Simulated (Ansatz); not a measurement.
# RbCl in Ansatz: the effect of functional

RbCl:

```
Rb Cl
1.0
     0.00000    3.29568    3.29568
     3.29568    0.00000    3.29568
     3.29568    3.29568    0.00000
Rb Cl
1 1
Cartesian
  0.0000 0.0000 0.0000
  3.2957 3.2957 3.2957
```

The cell isn't the ideal one: volume scaled by 1.02.

Alike in all runs:

| Item | Value |
| --- | --- |
| Program | Ansatz 0.2.0 |
| Task | single point |
| Potentials or basis | Ansatz PAW |
| k mesh | 7 × 7 × 7 |
| Occupations | fermi-dirac, width 0.05 eV |
| Spin | no spin polarisation |

| functional | cutoff | gap on the mesh (eV) | pressure (GPa) |
| --- | --- | --- | --- |
| LDA | 420 eV (not typed: the program's choice for these potentials) | 4.54 | -1.7 |
| PBE | 420 eV (not typed: the program's choice for these potentials) | 4.99 | 0.8 |
| r2SCAN | 500 eV (not typed: the program's choice for these potentials) | ? | ? |

Q: What does the run with functional r2SCAN give?

A: gap on the mesh 5.59 eV; pressure 0.2 GPa.

Caveats: odd divisions of the mesh miss points on the zone boundary, where band edges often lie, so the gap on the mesh can be too wide; the PAW data sets come from PBE, with cores solved anew for the run's functional, which leaves a small shift of forces and pressure (some runs).

A k mesh can miss the band edges.
